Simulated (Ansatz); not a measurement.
## ZrO2, space group P4_2/nmc: a convergence test of the plane-wave cutoff, step by step

With Ansatz 0.2.0 through its Python package.

The cells in order, each with its output:

In [1]:
```python
import warnings

import ansatz as az
import pandas as pd

warnings.simplefilter("ignore", az.DeckWarning)
```

In [2]:
```python
system = (
    az.Lattice.from_parameters(3.5961, 3.5961, 5.177, alpha=90, beta=90, gamma=90)
    .space_group(137, hermann_mauguin="P42/nmc", origin_choice=1)
    .atom("Zr", (0.0, 0.0, 0.0))
    .atom("O", (0.0, 0.5, 0.203))
)
```

In [3]:
```python
base = (
    system.calculation()
    .functional("pbe")
    .kpoints(5, 5, 4)
    .occupations("Fixed")
    .stress()
)
```

In [4]:
```python
rows = []
for value in [300, 350, 400, 450, 500, 550]:
    r = base.basis(value).run().report
    rows.append((value, r["free_energy_ev"] / len(r["lattice"]["sites"]), r["n_iterations"], sum(r["stress_gpa"][i][i] for i in range(3)) / 3, r["n_pw"]))
```

In [5]:
```python
table = pd.DataFrame(rows, columns=["cutoff (eV)", "F/atom (eV)", "iterations", "P (GPa)", "plane waves"])
table.round(5)
```
Out [5]:
```text
   cutoff (eV)  F/atom (eV)  iterations  P (GPa)  plane waves
0          300  -1774.32732           6  5.22315          799
1          350  -1774.57311           6  5.17968         1007
2          400  -1774.62839           6  5.30149         1229
3          450  -1774.63706           6  5.26296         1449
4          500  -1774.63778           6  5.26046         1715
5          550  -1774.63793           6  5.25630         1939
```

In [6]:
```python
# the last row is the reference
for row in rows[:-1]:
    shift = 1000 * (row[1] - rows[-1][1])
    print(f"{row[0]}: {shift:+.2f} meV/atom" + ("  (within 2 meV)" if abs(shift) < 2 else ""))
```
```text
300: +310.61 meV/atom
350: +64.82 meV/atom
400: +9.54 meV/atom
450: +0.87 meV/atom  (within 2 meV)
500: +0.15 meV/atom  (within 2 meV)
```

From 450 eV on it stays within 2 meV an atom of the value at 550 eV; the first row (300 eV) is off by 310.6 meV and the last but one by 0.15 meV. The energy falls steadily, as expected when plane waves are added. The pressure moves from 5.22 to 5.26 GPa (the program's stress holds a Pulay correction, so it settles early).

Reading the output:
- No spin polarisation was allowed.
- This is a high-temperature or high-pressure form, not the ambient phase.
- Pressure is positive in compression.
- The structure is a deposited one; some such entries were measured under pressure or heat, so a shift against it needn't be the functional's error alone.
- Shifts are counted from the last row, which is itself no proven limit.
- The script silences the warnings on its input, which a real study should read.
- Hardware and time: 13 s on 1 thread of Arm Neoverse V1, with other jobs on the host, peak memory 0.45 GiB.

(Lines on the test bed's own set-up are left out of the output.)
